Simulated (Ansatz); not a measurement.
Cu: course of a relaxation

Level of theory: DFT PBEsol, scalar-relativistic, plane waves, PAW in Ansatz 0.2.0. Settings: 420 eV cutoff, 20×20×20 k-mesh, Gaussian smearing of 0.10 eV, no spin polarisation.

What was changed in Ni: Ni → Cu on all its sites, cell and atoms relaxed.

Command:

```bash
ansatz run input.yaml --threads 1 --pin off --max-ram 2560MiB --backend cpu --events-out ev --progress --plain --runs-dir out
```

Input:

```yaml
crystal:
  lattice:
    - [0.0, 1.8055599342, 1.8055599342]
    - [1.8055599342, 0.0, 1.8055599342]
    - [1.8055599342, 1.8055599342, 0.0]
  atoms:
    - { symbol: Cu, position: [0.0, 0.0, 0.0] }
basis:
  ecutwfc: 420
kpoints:
  mp_grid: { grid: [20, 20, 20] }
hamiltonian:
  xc: pbesol
scf:
  occupations: { method: gaussian, width: 0.1 }
output:
  forces: true
  stress: true
  eigenvalues: true
  write_density: true
  write_potential: true
  elf: true
  volumetric_format: npy
relax:
  adjacent_minimum: "off"
  f_tol: 0.01
  max_steps: 60
  cell: { stress_tol: 0.1 }
```

F is the free energy. Steps run on the plane waves of an earlier cell, but the last one, and at times one on the way, on a freshly chosen basis, so a repeated geometry can differ a little in energy.

Steps:

```csv
step,F − F(1) (eV),largest force component (eV/Å),V (Å³/atom),P (GPa)
1,0.0000,0.000,11.772,-6.04
2,-0.0070,0.000,11.533,-3.09
3,-0.0094,0.000,11.293,0.28
4,-0.0094,0.000,11.312,0.00
5,-0.0090,0.000,11.312,0.04
```

Relaxed structure:

```yaml
crystal:
  lattice:
    - [0.00000, 1.78169, 1.78169]
    - [1.78169, 0.00000, 1.78169]
    - [1.78169, 1.78169, 0.00000]
  atoms:
    - { symbol: Cu, position: [0.00000, 0.00000, 0.00000] }
```

It takes space group Fm-3m (No. 225, cubic). Conventional cell: a = 3.563 Å, b = 3.563 Å, c = 3.563 Å, α = 90.00°, β = 90.00°, γ = 90.00°. Around Cu (site symmetry m-3m) lie 12 Cu at 2.52 Å.

The run converged. The run took 17 s on 1 thread of Arm Neoverse V1 (shared host), peak memory 0.33 GiB.